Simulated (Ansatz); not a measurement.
# P (P2/m), generalised stacking fault

Level of theory: DFT r2SCAN, scalar-relativistic, plane waves, PAW (Ansatz 0.2.0). Settings: plane waves to 500 eV, k-mesh 24×24×6 (Γ-centred), Gaussian smearing 0.15 eV. No spin polarisation. Energies are free energies at this smearing, counted from the undisturbed cell; pressure is positive in compression.

Zero of the scan (relaxed at this level; with this scan's settings it stands at -0.3 GPa; this simple cubic form isn't the usual structure):

```
CELL_PARAMETERS angstrom
-2.44927 0.00000 -0.00535
0.00000 -2.44951 0.00000
-0.01962 0.00000 9.64780
ATOMIC_POSITIONS crystal
P 0.00000 0.00000 0.62519
P 0.00000 0.00000 0.12519
P 0.00000 0.00000 0.87481
P 0.00000 0.00000 0.37481
```

The cut lies on the cell's a–b face, a (0 0 1) plane (indices in the standard cell, whose axes needn't be the Cartesian ones shown) of area 6.00 Å², between layers 2.42 Å apart. Vector c is tilted by f times 1·a + 0·b (length 2.449 Å) with the atoms' Cartesian places fixed: one unrelaxed fault a cell. The cell is metallic on the mesh throughout.

Question: Over the sampled range (0.0000 to 0.9000), is the undisturbed cell the lowest point?

Answer: Yes, every other sampled point lies higher.

The scan:

| f | γ (mJ/m²) |
| --- | --- |
| 0.0000 | 0 |
| 0.1000 | 92 |
| 0.2000 | 354 |
| 0.3000 | 722 |
| 0.4000 | 1085 |
| 0.5000 | 1241 |
| 0.6000 | 1081 |
| 0.7000 | 722 |
| 0.8000 | 353 |
| 0.9000 | 87 |

Cost: 10 runs of about 6 core-minutes in all, on AMD EPYC 9R45 (Zen 5) (shared hosts).